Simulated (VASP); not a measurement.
MgS (strained rocksalt): one PBE single-point calculation in two programs

```xyz
2
Lattice="0.0000 2.4714 2.4714 2.4714 0.0000 2.4714 2.4714 2.4714 0.0000" Properties=species:S:1:pos:R:3 pbc="T T T"
Mg    0.0000    0.0000    0.0000
S     2.4714    2.4714    2.4714
```

Datasets and cutoffs are each program's own. VASP's cell holds 8 valence electrons and Ansatz's 16. Ansatz's stress includes a Pulay correction; VASP's doesn't.

Cutoffs: 520 eV in VASP, 420 eV in Ansatz. k meshes: 8×8×8 and 8×8×8.

|  | VASP | Ansatz |
| --- | --- | --- |
| gap between bands v and c | 3.09 eV | 3.10 eV |
| least direct gap | 5.05 eV | 5.06 eV |
| pressure | 17.3 GPa | 17.7 GPa |

Band v is the last that the valence electrons fill when counted band by band, and c is the next. Levels in eV from the top of v, Ansatz:

```json
{"point": "Γ", "v−1": "0.00", "v": "0.00", "c": "5.06", "c+1": "7.76"}
{"point": "X", "v−1": "-2.05", "v": "-2.05", "c": "3.10", "c+1": "3.84"}
{"point": "K", "v−1": "-3.82", "v": "-1.69", "c": "4.05", "c+1": "6.88"}
{"point": "L", "v−1": "-0.79", "v": "-0.79", "c": "4.74", "c+1": "7.03"}
{"point": "W", "v−1": "-3.94", "v": "-2.82", "c": "5.84", "c+1": "8.11"}
```

VASP:

```
point    v−1      v     c   c+1
    Γ   0.00   0.00  5.05  7.80
    X  -2.06  -2.06  3.09  3.85
    K  -3.83  -1.70  4.05  6.91
    L  -0.79  -0.79  4.75  7.06
    W  -3.95  -2.83  5.85  8.14
```
